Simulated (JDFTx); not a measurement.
## PtSe2 (Sudovikovite) under changes of volume

One of the cells (20.265 Å³/atom); the others are scaled copies at fixed shape and fractional positions:

```
Pt Se
1.0
     3.72400    0.00000    0.00000
    -1.86200    3.22508    0.00000
     0.00000    0.00000    5.06200
Pt Se
1 2
Direct
  0.00000 0.00000 0.00000
  0.66667 0.33333 0.75000
  0.33333 0.66667 0.25000
```

| Item | Value |
| --- | --- |
| Program | JDFTx 1.7.0 (patched build) |
| Functional | PBEsol |
| Potentials or basis | PseudoDojo-SR-PBEsol-0.4.1-standard with smoothed tails |
| Cutoff | 1170 eV |
| Density cutoff | 9361 eV |
| k mesh | 8 × 8 × 5 |
| Occupations | fermi-dirac, width 0.05 eV |
| Spin | no spin polarisation |

```csv
volume (Å³/atom),energy over the lowest point (meV/atom),pressure (GPa),largest force (eV/Å)
19.049,52.45,11.9,1.206
19.455,27.16,8.2,0.888
19.860,10.60,4.9,0.599
20.265,1.83,2.0,0.335
20.671,0.00,-0.6,0.092
21.076,?,?,?
21.481,14.21,-4.9,0.338
```

Q: What does the run at 21.076 Å³/atom give?

A: Energy over the lowest point 4.36 meV/atom; pressure -2.9 GPa; largest force 0.131 eV/Å.

Worked out: A Birch-Murnaghan fit of order 3 (a polynomial in V^(-2/3)) to the other rows has its minimum at 20.58 Å³/atom with B0 = V·E''(V) = 127 GPa and B' = 4.8 at fixed shape and positions, which overstates the stiffness. It gives 4.34 meV/atom at 21.076 Å³/atom, against the run's 4.36, and -dE/dV = -2.9 GPa, against -2.9.

Energies are extrapolated to zero smearing.

Caveats: forces of over 1 eV/Å show positions far from the minimum, so gaps and moduli don't describe the material at rest (some runs).
